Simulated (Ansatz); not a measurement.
# SrO: input, output and frames of a trajectory

Theory: DFT PBE, scalar-relativistic, plane waves, PAW in Ansatz 0.2.0. Cutoff 420 eV, shifted (0.5, 0.5, 0.5 steps) 2×2×2 k-points, Fermi–Dirac smearing of 0.16 eV. The mesh is coarse. No spin polarisation.

16 atoms, starting at 1.06 times the perfect crystal's volume (space group P6_3mc, the cell as given, not relaxed at this level); Langevin thermostat at 1800 K (friction 0.005 fs⁻¹), fixed cell; 40 steps of 4 fs. The run is short and not equilibrated. The time step is on the long side.

The calculation finished and met its thresholds.

Time: 3.9 min on 4 threads of Arm Neoverse N1 (shared host), peak memory 0.81 GiB.

Command:
```bash
ansatz run input.yaml --threads 4 --pin off --max-ram 5120MiB --backend cpu --events-out ev --progress --plain --runs-dir out
```

Input:
```yaml
crystal:
  lattice:
    - [-2.1796601131, 3.7752820591, 5.256710759]
    - [-2.1796601131, 3.7752820591, -5.256710759]
    - [-6.5389803393, -3.7752820591, 0.0]
  atoms:
    - { symbol: Sr, position: [0.96906385, 0.03093615, 0.3333333333] }
    - { symbol: Sr, position: [0.46906385, 0.53093615, 0.3333333333] }
    - { symbol: Sr, position: [0.71906385, 0.78093615, 0.8333333333] }
    - { symbol: Sr, position: [0.21906385, 0.28093615, 0.8333333333] }
    - { symbol: Sr, position: [0.46906385, 0.03093615, 0.1666666667] }
    - { symbol: Sr, position: [0.96906385, 0.53093615, 0.1666666667] }
    - { symbol: Sr, position: [0.21906385, 0.78093615, 0.6666666667] }
    - { symbol: Sr, position: [0.71906385, 0.28093615, 0.6666666667] }
    - { symbol: O, position: [0.71843615, 0.28156385, 0.3333333333] }
    - { symbol: O, position: [0.21843615, 0.78156385, 0.3333333333] }
    - { symbol: O, position: [0.46843615, 0.03156385, 0.8333333333] }
    - { symbol: O, position: [0.96843615, 0.53156385, 0.8333333333] }
    - { symbol: O, position: [0.71843615, 0.78156385, 0.1666666667] }
    - { symbol: O, position: [0.21843615, 0.28156385, 0.1666666667] }
    - { symbol: O, position: [0.46843615, 0.53156385, 0.6666666667] }
    - { symbol: O, position: [0.96843615, 0.03156385, 0.6666666667] }
basis:
  ecutwfc: 420
kpoints:
  mp_grid: { grid: [2, 2, 2], shift: [0.5, 0.5, 0.5] }
hamiltonian:
  xc: pbe
scf:
  occupations: { method: fermi_dirac, width: 0.1551 }
  lower_state_search: "off"
  convergence: { dr2_threshold: 1.0e-07 }
output:
  forces: true
  stress: true
md:
  timestep: 4.0
  n_steps: 40
  ensemble: nvt_langevin
  temperature: 1800.0
  initial_velocities: maxwell_boltzmann
  seed: 5821
  friction: 0.005
```

Output (its end):
```
...
md step    40: t =   160.00 fs T =  1430.2 K  F+E_penalty+E_count = -32914.07946320 eV  E_kin = 2.957858 eV  P_inst = 0.2853 GPa (9 SCF iters)
SCF converged after 9 iterations
Free energy (F): -32914.079463 eV
Harris-Foulkes:  -32914.079463 eV  (|F-HF|=6.21e-9)
Internal energy: -32914.079211 eV  (E = F + TS)
E sigma→0 (E₀):  -32914.079337 eV
Entropy (-TS):   -0.000252 eV (-0.016 meV/atom)
Fermi energy:    7.159705 eV
--- Per-component energies (eV) ---
  E_band       = -792.179179
  E_kinetic    = 3372.316742
  E_local      = -8717.805378  (includes V_loc(G=0)·N_el)
  E_nonlocal   = 1999.491032
  E_hartree    = 2612.760932
  E_xc         = -1989.553520
  E_vxc        = -2065.812268  (∫ρ·V_xc dr)
  E_paw        = -22817.909217  (= ΣΔE_a)
  E_vpaw       = -605.902299  (= ΣTr[D̂ρ^β])
  E_aug_tail   = 0.019196  (compensation charges beyond the density's cutoff)
  E_ewald      = -7373.398998
  E_smearing   = -0.000252  (= −TS)
  E_closure    = 0.000000  (closes the sum)
  Σ components = -32914.079463   (vs F -32914.079463, Δ=0.00e0)
--- Forces (eV/Å), atoms counted from 1 ---
  atom   1  Sr    -0.47488060     0.76453468     0.01789747
  atom   2  Sr     0.32505137     0.14050691    -0.55158979
  atom   3  Sr     0.15439802     0.89764515     0.40153372
  atom   4  Sr     0.38755664     0.00635844     1.55794798
  atom   5  Sr    -1.27066495    -0.75227692     0.11178408
  atom   6  Sr     1.12669217    -0.65020270    -0.84678020
  atom   7  Sr     0.10038162    -0.79721748     0.07825197
  atom   8  Sr    -0.11053592    -0.65216578     0.34655322
  atom   9  O     -0.10885640    -0.49970967    -0.50056068
  atom  10  O     -0.01101975     1.09698736    -0.35754239
  atom  11  O      0.21625356     0.68080760    -0.30679349
  atom  12  O     -0.00790080    -0.55667196    -0.60681089
  atom  13  O     -1.14827821    -0.88489582    -0.06221298
  atom  14  O     -0.17493165     0.06023798     0.14127887
  atom  15  O      1.03175029     0.41227240     0.73898686
  atom  16  O     -0.03501572     0.73374254    -0.16205985
  max |Σ_I F_I| component: 1.16e-4 eV/Å
--- Stress (GPa, compression-positive) ---
        1.028581       0.275240      -0.156773
        0.275240      -2.099913       0.474546
       -0.156773       0.474546      -0.811710
  P = ⅓ Tr σ = -0.6277 GPa (-6.277 kbar)
--- MD trajectory: 40 steps, t = 0.0 → 160.0 fs ---
  final state: T = 1430.2 K   F+E_penalty+E_count = -32914.07946320 eV   E_kin = 2.957858 eV
```

Frames along the run (Å, eV/Å; dE is the potential energy from the first frame):

```xyz
16
Lattice="-2.180 3.775 5.257 -2.180 3.775 -5.257 -6.539 -3.775 0.000" Properties=species:S:1:pos:R:3:forces:R:3 pbc="T T T" time_fs=0.00 dE_eV=0.0000 T_K=1688
Sr   -4.359    2.517    4.931    0.000    0.000   -0.009
Sr   -4.359    2.517   -0.325    0.000    0.000   -0.009
Sr   -8.719    2.517   -0.325    0.000    0.000   -0.009
Sr   -6.539   -1.258   -0.325    0.000    0.000   -0.009
Sr   -2.180    1.258    2.303    0.000    0.000   -0.009
Sr   -4.359    5.034    2.303    0.000    0.000   -0.009
Sr   -6.539    1.258   -2.954    0.000    0.000   -0.009
Sr   -6.539    1.258    2.303    0.000    0.000   -0.009
O    -4.359    2.517    2.297    0.000    0.000    0.009
O    -4.359    2.517   -2.960    0.000    0.000    0.009
O    -6.539   -1.258    2.297    0.000    0.000    0.009
O    -8.719    2.517    2.297    0.000    0.000    0.009
O    -4.359    5.034   -0.332    0.000    0.000    0.009
O    -2.180    1.258   -0.332    0.000    0.000    0.009
O    -6.539    1.258   -0.332    0.000    0.000    0.009
O    -6.539    1.258    4.925    0.000    0.000    0.009
16
Lattice="-2.180 3.775 5.257 -2.180 3.775 -5.257 -6.539 -3.775 0.000" Properties=species:S:1:pos:R:3:forces:R:3 pbc="T T T" time_fs=12.00 dE_eV=0.8765 T_K=1100
Sr   -4.382    2.626    4.900    0.115   -0.758    0.394
Sr   -4.338    2.457   -0.337   -0.429    0.702   -0.063
Sr   -8.709    2.508   -0.251   -0.307   -0.216   -0.049
Sr   -6.483   -1.251   -0.333   -0.349   -0.501   -0.521
Sr   -2.201    1.266    2.270    0.167   -0.162    0.261
Sr   -4.289    5.014    2.342   -1.144   -0.184   -0.414
Sr   -6.574    1.284   -2.929    0.371   -0.133   -0.320
Sr   -6.568    1.231    2.303    0.368   -0.214   -0.052
O    -4.372    2.430    2.277   -0.330    0.325    0.234
O    -4.220    2.570   -2.976   -0.526   -0.234   -0.016
O    -6.514   -1.306    1.957    0.041    0.311    1.833
O    -8.834    2.416    2.349    0.976    0.433   -0.696
O    -4.493    5.025   -0.328    0.745    0.343    0.031
O    -2.325    1.319   -0.199    0.796   -0.442   -0.634
O    -6.397    1.108   -0.431   -0.752    0.877    0.202
O    -6.554    1.171    4.929    0.259   -0.148   -0.190
16
Lattice="-2.180 3.775 5.257 -2.180 3.775 -5.257 -6.539 -3.775 0.000" Properties=species:S:1:pos:R:3:forces:R:3 pbc="T T T" time_fs=28.00 dE_eV=2.4394 T_K=658
Sr   -4.383    2.772    4.853    0.140   -2.168    0.655
Sr   -4.323    2.419   -0.327   -1.477    1.494   -0.214
Sr   -8.713    2.494   -0.149   -0.430   -0.493   -0.372
Sr   -6.449   -1.272   -0.333   -0.230   -0.902   -0.793
Sr   -2.210    1.248    2.219    0.283   -0.281    1.087
Sr   -4.214    4.988    2.385   -2.673   -0.540   -0.883
Sr   -6.572    1.333   -2.868    0.540   -0.194   -0.820
Sr   -6.620    1.207    2.321    1.006   -0.571    0.096
O    -4.345    2.349    2.276   -0.743    0.658    0.190
O    -4.161    2.559   -2.980   -0.668   -0.115    0.122
O    -6.526   -1.381    1.874    0.082    0.549    2.323
O    -8.846    2.275    2.370    1.799    0.998   -0.684
O    -4.675    5.050   -0.311    1.430    0.245    0.049
O    -2.423    1.348   -0.153    1.808   -0.549   -0.949
O    -6.354    1.000   -0.504   -0.729    1.261    0.529
O    -6.492    1.008    4.957   -0.137    0.607   -0.336
16
Lattice="-2.180 3.775 5.257 -2.180 3.775 -5.257 -6.539 -3.775 0.000" Properties=species:S:1:pos:R:3:forces:R:3 pbc="T T T" time_fs=40.00 dE_eV=2.1130 T_K=888
Sr   -4.373    2.844    4.831    0.122   -3.227    0.585
Sr   -4.322    2.426   -0.322   -1.236    1.201   -0.056
Sr   -8.746    2.493   -0.106   -0.143   -0.891   -0.932
Sr   -6.460   -1.292   -0.340   -0.026   -0.682    0.405
Sr   -2.216    1.210    2.211    0.325    0.042    1.205
Sr   -4.192    4.990    2.390   -2.080   -0.180   -1.130
Sr   -6.512    1.382   -2.848    0.313   -0.341   -0.785
Sr   -6.634    1.196    2.321    1.739   -1.027    0.169
O    -4.365    2.362    2.288   -0.229    0.662   -0.006
O    -4.237    2.483   -2.954   -0.343    0.384    0.239
O    -6.486   -1.353    2.105   -0.310    0.292    0.482
O    -8.675    2.198    2.342   -0.027    0.939    0.009
O    -4.693    5.088   -0.272    1.390    0.045   -0.070
O    -2.320    1.350   -0.267    1.127    0.336   -0.325
O    -6.445    1.004   -0.469   -0.177    0.901    0.554
O    -6.446    0.931    5.043   -0.445    1.545   -0.343
16
Lattice="-2.180 3.775 5.257 -2.180 3.775 -5.257 -6.539 -3.775 0.000" Properties=species:S:1:pos:R:3:forces:R:3 pbc="T T T" time_fs=52.00 dE_eV=2.0838 T_K=1009
Sr   -4.364    2.836    4.814    0.115   -3.468    0.464
Sr   -4.322    2.453   -0.347   -0.803    0.850    0.422
Sr   -8.794    2.483   -0.086    0.298   -0.648   -1.204
Sr   -6.485   -1.315   -0.367    0.516    0.154    0.656
Sr   -2.214    1.162    2.211    0.365    0.592    1.136
Sr   -4.199    4.984    2.406   -1.240    0.036   -1.473
Sr   -6.431    1.441   -2.855   -0.726   -0.792   -0.451
Sr   -6.634    1.179    2.305    2.600   -1.308    0.100
O    -4.421    2.411    2.233    0.551    0.473    0.208
O    -4.316    2.434   -2.925    0.437    0.899    0.237
O    -6.467   -1.273    2.356   -0.523   -0.410   -0.359
O    -8.527    2.191    2.366   -2.101    1.227    0.351
O    -4.617    5.086   -0.206    0.860    0.004   -0.306
O    -2.116    1.345   -0.346   -0.139    0.522    0.190
O    -6.549    1.115   -0.379    0.325    0.089    0.173
O    -6.408    0.944    5.092   -0.534    1.781   -0.146
16
Lattice="-2.180 3.775 5.257 -2.180 3.775 -5.257 -6.539 -3.775 0.000" Properties=species:S:1:pos:R:3:forces:R:3 pbc="T T T" time_fs=68.00 dE_eV=2.1057 T_K=902
Sr   -4.342    2.734    4.813    0.295   -2.304    0.314
Sr   -4.345    2.477   -0.377   -0.290    0.737    0.991
Sr   -8.836    2.465   -0.070    0.758    0.425   -0.924
Sr   -6.488   -1.358   -0.374    1.516    1.182    0.469
Sr   -2.222    1.094    2.206    0.800    1.309    0.918
Sr   -4.240    4.978    2.411   -0.534    0.279   -1.263
Sr   -6.348    1.522   -2.854   -2.004   -1.556   -0.159
Sr   -6.610    1.144    2.301    0.742   -0.124    0.161
O    -4.404    2.510    2.251    0.515   -0.433    0.097
O    -4.275    2.433   -2.891    0.630    1.081    0.298
O    -6.507   -1.231    2.676   -0.371   -0.402   -0.973
O    -8.623    2.336    2.490   -0.321    0.274   -0.202
O    -4.430    5.126   -0.139   -0.380   -0.597   -0.599
O    -1.877    1.353   -0.406   -2.173   -0.797    0.874
O    -6.686    1.204   -0.297    1.078   -0.111    0.235
O    -6.387    1.130    5.183   -0.261    1.036   -0.237
16
Lattice="-2.180 3.775 5.257 -2.180 3.775 -5.257 -6.539 -3.775 0.000" Properties=species:S:1:pos:R:3:forces:R:3 pbc="T T T" time_fs=80.00 dE_eV=2.0444 T_K=1009
Sr   -4.325    2.628    4.816    0.595   -1.193    0.335
Sr   -4.369    2.486   -0.371    0.274    0.520    1.033
Sr   -8.839    2.453   -0.048    0.833    0.698   -0.677
Sr   -6.462   -1.366   -0.394    0.615    1.096    0.694
Sr   -2.211    1.064    2.224    1.107    1.693    0.585
Sr   -4.264    4.962    2.402   -0.348    0.444   -0.639
Sr   -6.325    1.551   -2.868   -1.871   -1.482    0.142
Sr   -6.583    1.145    2.302    0.110   -0.094    0.267
O    -4.285    2.513    2.300   -0.223   -0.749   -0.134
O    -4.182    2.515   -2.850   -0.193    0.065    0.289
O    -6.566   -1.287    2.834    0.009    0.420   -1.435
O    -8.801    2.512    2.569    0.903   -0.131   -0.984
O    -4.325    5.120   -0.126   -0.977   -1.017   -0.426
O    -1.870    1.267   -0.372   -1.821   -0.644    0.746
O    -6.673    1.172   -0.265    1.050    0.256    0.575
O    -6.403    1.370    5.210   -0.062    0.118   -0.371
16
Lattice="-2.180 3.775 5.257 -2.180 3.775 -5.257 -6.539 -3.775 0.000" Properties=species:S:1:pos:R:3:forces:R:3 pbc="T T T" time_fs=92.00 dE_eV=1.9907 T_K=1127
Sr   -4.306    2.501    4.819    1.029    0.086    0.285
Sr   -4.397    2.501   -0.347    0.973    0.085    1.085
Sr   -8.833    2.441   -0.051    0.725    0.402   -0.433
Sr   -6.426   -1.363   -0.420   -0.977    0.855    0.592
Sr   -2.179    1.063    2.249    1.124    2.021    0.128
Sr   -4.274    4.947    2.382   -0.350    0.405    0.088
Sr   -6.338    1.556   -2.870   -1.366   -1.086    0.124
Sr   -6.555    1.159    2.322    0.188   -0.166    0.156
O    -4.125    2.502    2.287   -1.020   -0.531    0.139
O    -4.098    2.624   -2.805   -0.853   -1.469    0.149
O    -6.606   -1.280    2.882    0.537    0.648   -1.403
O    -8.906    2.640    2.524    1.179   -0.068   -0.699
O    -4.256    5.043   -0.082   -1.011   -0.796   -0.330
O    -2.016    1.142   -0.238   -0.412    0.016   -0.109
O    -6.508    1.139   -0.155    0.227    0.461    0.199
O    -6.436    1.617    5.133    0.009   -0.864    0.029
16
Lattice="-2.180 3.775 5.257 -2.180 3.775 -5.257 -6.539 -3.775 0.000" Properties=species:S:1:pos:R:3:forces:R:3 pbc="T T T" time_fs=108.00 dE_eV=2.3386 T_K=986
Sr   -4.258    2.345    4.862    0.540    1.026    0.115
Sr   -4.407    2.549   -0.275    1.310   -0.996    0.866
Sr   -8.838    2.439   -0.071    0.384   -0.059   -0.707
Sr   -6.416   -1.352   -0.458   -1.794    1.320    0.708
Sr   -2.116    1.104    2.274    0.837    0.834    0.026
Sr   -4.286    4.962    2.385   -0.562   -0.133    0.687
Sr   -6.358    1.516   -2.870   -0.951   -0.361    0.039
Sr   -6.549    1.189    2.377    0.618    0.042   -0.180
O    -4.054    2.371    2.285   -1.343    0.480    0.683
O    -4.139    2.581   -2.738   -0.609   -1.295   -0.180
O    -6.636   -1.172    2.766    0.691    0.047   -0.348
O    -8.940    2.752    2.376    0.863   -0.113   -0.001
O    -4.291    4.908   -0.010   -0.092    0.375   -0.290
O    -2.262    0.969   -0.057    0.788    0.408   -1.237
O    -6.304    1.144   -0.017   -1.184    0.183   -0.592
O    -6.500    1.815    4.962    0.503   -1.757    0.412
16
Lattice="-2.180 3.775 5.257 -2.180 3.775 -5.257 -6.539 -3.775 0.000" Properties=species:S:1:pos:R:3:forces:R:3 pbc="T T T" time_fs=120.00 dE_eV=2.4412 T_K=906
Sr   -4.202    2.246    4.904   -0.469    1.493    0.012
Sr   -4.409    2.557   -0.223    1.078   -1.742    0.492
Sr   -8.850    2.421   -0.112    0.433   -0.013   -0.659
Sr   -6.423   -1.339   -0.475   -0.848    1.359    0.676
Sr   -2.060    1.162    2.273   -0.044   -0.079   -0.002
Sr   -4.297    4.951    2.421   -0.723   -0.336    0.617
Sr   -6.395    1.493   -2.874   -0.828   -0.261   -0.043
Sr   -6.536    1.214    2.393    0.699    0.607   -0.368
O    -4.133    2.383    2.343   -0.322    0.293    0.555
O    -4.255    2.393   -2.708    0.164    0.141   -0.360
O    -6.594   -1.064    2.672    0.296   -1.024   -0.045
O    -8.916    2.770    2.247    0.423   -0.245    0.627
O    -4.367    4.842   -0.021    0.757    0.919   -0.159
O    -2.395    0.918   -0.014    1.294    0.527   -1.084
O    -6.262    1.132    0.008   -1.561   -0.027   -0.953
O    -6.461    1.772    4.833   -0.350   -1.613    0.694
16
Lattice="-2.180 3.775 5.257 -2.180 3.775 -5.257 -6.539 -3.775 0.000" Properties=species:S:1:pos:R:3:forces:R:3 pbc="T T T" time_fs=132.00 dE_eV=2.2768 T_K=1108
Sr   -4.153    2.170    4.953   -1.632    1.749   -0.081
Sr   -4.421    2.517   -0.190    0.756   -1.495    0.380
Sr   -8.848    2.406   -0.168    0.563    0.200   -0.225
Sr   -6.456   -1.316   -0.500   -0.110    1.046    0.624
Sr   -1.998    1.232    2.280   -0.557   -0.314    0.133
Sr   -4.338    4.927    2.496   -0.439   -0.404    0.276
Sr   -6.446    1.472   -2.907   -0.757   -0.404   -0.012
Sr   -6.535    1.236    2.406    0.563    0.750   -0.791
O    -4.234    2.442    2.463    0.424   -0.035   -0.080
O    -4.305    2.233   -2.655    0.459    0.743   -0.413
O    -6.528   -1.029    2.611   -0.008   -1.530   -0.132
O    -8.890    2.728    2.218    0.149   -0.225    0.695
O    -4.384    4.850   -0.073    1.361    0.215   -0.069
O    -2.377    0.898    0.021    1.168    0.669   -0.892
O    -6.337    1.115   -0.061   -1.256    0.099   -0.828
O    -6.455    1.599    4.724   -0.682   -1.065    1.416
16
Lattice="-2.180 3.775 5.257 -2.180 3.775 -5.257 -6.539 -3.775 0.000" Properties=species:S:1:pos:R:3:forces:R:3 pbc="T T T" time_fs=148.00 dE_eV=1.6554 T_K=1517
Sr   -4.143    2.107    4.991   -1.292    1.302    0.155
Sr   -4.429    2.422   -0.119    0.354   -0.502   -0.255
Sr   -8.792    2.384   -0.213    0.784    0.753    0.198
Sr   -6.505   -1.285   -0.560    0.161    0.384    0.992
Sr   -1.919    1.309    2.309   -0.518   -0.317    0.131
Sr   -4.422    4.920    2.634    0.408   -0.275   -0.205
Sr   -6.544    1.431   -2.966   -0.427   -0.635    0.052
Sr   -6.525    1.299    2.386    0.183   -0.067   -0.212
O    -4.271    2.510    2.594    0.365   -0.491   -0.727
O    -4.372    2.061   -2.591    0.517    1.096   -0.317
O    -6.431   -1.065    2.531   -0.556   -0.677   -0.316
O    -8.839    2.700    2.335    0.033   -0.500   -0.056
O    -4.228    4.927   -0.170    0.006   -0.851   -0.173
O    -2.230    0.981   -0.032    0.472    0.477   -0.352
O    -6.579    1.101   -0.268   -0.098    0.557    0.225
O    -6.477    1.315    4.780   -0.392   -0.256    0.860
16
Lattice="-2.180 3.775 5.257 -2.180 3.775 -5.257 -6.539 -3.775 0.000" Properties=species:S:1:pos:R:3:forces:R:3 pbc="T T T" time_fs=160.00 dE_eV=1.9977 T_K=1430
Sr   -4.162    2.078    5.031   -0.475    0.765    0.018
Sr   -4.427    2.350   -0.073    0.325    0.141   -0.552
Sr   -8.746    2.369   -0.223    0.154    0.898    0.402
Sr   -6.573   -1.263   -0.582    0.388    0.006    1.558
Sr   -1.849    1.347    2.334   -1.271   -0.752    0.112
Sr   -4.478    4.936    2.741    1.127   -0.650   -0.847
Sr   -6.630    1.401   -2.983    0.100   -0.797    0.078
Sr   -6.538    1.335    2.382   -0.111   -0.652    0.347
O    -4.260    2.497    2.583   -0.109   -0.500   -0.501
O    -4.392    1.968   -2.568   -0.011    1.097   -0.358
O    -6.527   -1.176    2.464    0.216    0.681   -0.307
O    -8.751    2.660    2.405   -0.008   -0.557   -0.607
O    -4.127    4.880   -0.282   -1.148   -0.885   -0.062
O    -2.093    1.079   -0.113   -0.175    0.060    0.141
O    -6.784    1.091   -0.386    1.032    0.412    0.739
O    -6.485    1.087    4.944   -0.035    0.734   -0.162
```